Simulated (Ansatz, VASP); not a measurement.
# SiC in VASP and in Ansatz

File INCAR:

```
SYSTEM = SiC
PREC = Accurate ; ENCUT = 520
EDIFF = 1E-7 ; ISMEAR = 0
SIGMA = 0.05 ; LREAL = .False.
LASPH = .True. ; NELM = 60
ALGO = Normal ; ISIF = 2
LWAVE = .False. ; LCHARG = .False.
GGA = PE ; NBANDS = 11
```

The input KPOINTS:

```
Automatic mesh
0
Gamma
  12 12 12
  0 0 0
```

Contents of POSCAR:

```
SiC
1.0
    0.0000000000      2.0922019214      2.0922019214
    2.0922019214      0.0000000000      2.0922019214
    2.1687765117      2.1687765117     -0.0765745903
Si C
1 1
Direct
    0.0000000000      0.0000000000      0.0000000000
    0.7500000000      0.7500000000      0.7500000000
```

Input for Ansatz:

```yaml
crystal:
  lattice:
    - [0.0, 2.0922019214, 2.0922019214]
    - [2.0922019214, 0.0, 2.0922019214]
    - [2.1687765117, 2.1687765117, -0.0765745903]
  atoms:
    - { symbol: Si, position: [0.0, 0.0, 0.0] }
    - { symbol: C, position: [0.75, 0.75, 0.75] }
basis:
  ecutwfc: 520.0
kpoints:
  mp_grid: { grid: [12, 12, 12] }
hamiltonian:
  xc: pbe
  pseudopotentials: { kind: paw, azcp: { folder: soft_1 } }
scf:
  occupations: { method: gaussian, width: 0.05 }
output:
  forces: true
  stress: true
  eigenvalues: true
  write_density: true
  write_potential: true
  elf: true
  volumetric_format: npy
```

Alike in both runs: task single point; functional PBE; k mesh 12 × 12 × 12; occupations gaussian, width 0.05 eV; no spin polarisation.

|  | VASP | Ansatz |
| --- | --- | --- |
| version | VASP 6.6.1 | Ansatz 0.2.0 |
| potentials or method | VASP PAW PBE potentials, release 64 (Si, C) | scalar-relativistic, plane waves, PAW |
| plane-wave cutoff (eV) | 520 | 520 |
| valence electrons in the cell | 8 | 8 |

```tsv
	VASP	Ansatz	Ansatz less VASP
gap on the k mesh at the Fermi level (eV)	1.11	1.12	+0.005
least direct gap on the mesh (eV)	4.26	4.27	+0.013
pressure (GPa)	21.7	21.9	+0.13
largest component of the traceless stress (GPa)	11.27	11.23	-0.040
rms of the force components (eV/Å)	0.351	0.352	+0.0015
```

Atom by atom the forces differ by 0.002 eV/Å (rms over components).

Caveats: so large a pressure means that the cell lies far from this level's equilibrium, or that cutoff or potentials fall short (VASP). A k mesh can miss the band edges.
